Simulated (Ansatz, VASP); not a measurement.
Given: the input of a run of VASP 6.6.1 on GaN.

File INCAR:

```
SYSTEM = GaN
PREC = Accurate ; ENCUT = 520
EDIFF = 1E-6 ; ISMEAR = -1
SIGMA = 0.05 ; LREAL = .FALSE.
LASPH = .TRUE. ; NELM = 100
ALGO = Normal ; ISIF = 2
LWAVE = .FALSE. ; LCHARG = .FALSE.
GGA = PS ; NBANDS = 16
```

File KPOINTS:

```
Automatic mesh
0
G
  10 10 10
  0 0 0
```

Contents of POSCAR:

```
GaN
1.0
    0.0000000000      2.2684248875      2.2684248875
    2.2684248875      0.0000000000      2.2684248875
    2.2684248875      2.2684248875      0.0000000000
Ga N
1 1
Direct
    0.0000000000      0.0000000000      0.0000000000
    0.2500000000      0.2500000000      0.2500000000
```

Potentials or basis: VASP PAW PBE potentials, release 64 (Ga_d, N).

Run with:

```bash
$ cat potpaw_PBE.64/Ga_d/POTCAR potpaw_PBE.64/N/POTCAR > POTCAR
$ mpirun -np 1 vasp_std > vasp.out
```

Problem. Set up the same calculation for Ansatz 0.2.0. Potentials there: all-electron LAPW, scalar-relativistic.

Solution. As run (the cutoff follows the program's own potentials):

input.yaml

```yaml
crystal:
  lattice:
    - [0.0, 2.2684248875, 2.2684248875]
    - [2.2684248875, 0.0, 2.2684248875]
    - [2.2684248875, 2.2684248875, 0.0]
  atoms:
    - { symbol: Ga, position: [0.0, 0.0, 0.0] }
    - { symbol: "N", position: [0.25, 0.25, 0.25] }
kpoints:
  mp_grid: { grid: [10, 10, 10] }
scf:
  occupations: { method: fermi_dirac, width: 0.05 }
hamiltonian:
  xc: pbesol
  pseudopotentials: { kind: all_electron, lapw: { basis_error: 0.0005 } }
output:
  forces: true
  stress: true
  eigenvalues: true
```

Potentials or basis: all-electron LAPW, scalar-relativistic.

Launch:

```console
$ ansatz run input.yaml --threads 1 --pin off --max-ram 3072MiB --backend cpu --events-out ev --progress --plain --runs-dir out
```

Both were run:

|  | VASP | Ansatz | Ansatz less VASP |
| --- | --- | --- | --- |
| gap on the k mesh at the Fermi level (eV) | 1.56 | 1.55 | -0.002 |
| least direct gap on the mesh (eV) | 1.56 | 1.55 | -0.002 |
| pressure (GPa) | -4.8 | -4.6 | +0.16 |

Ansatz ran all-electron here, so the differences hold the error of VASP's frozen core and of both bases.

Caveats: the PAW data sets were made with another functional, which shifts forces and pressure a little (VASP).
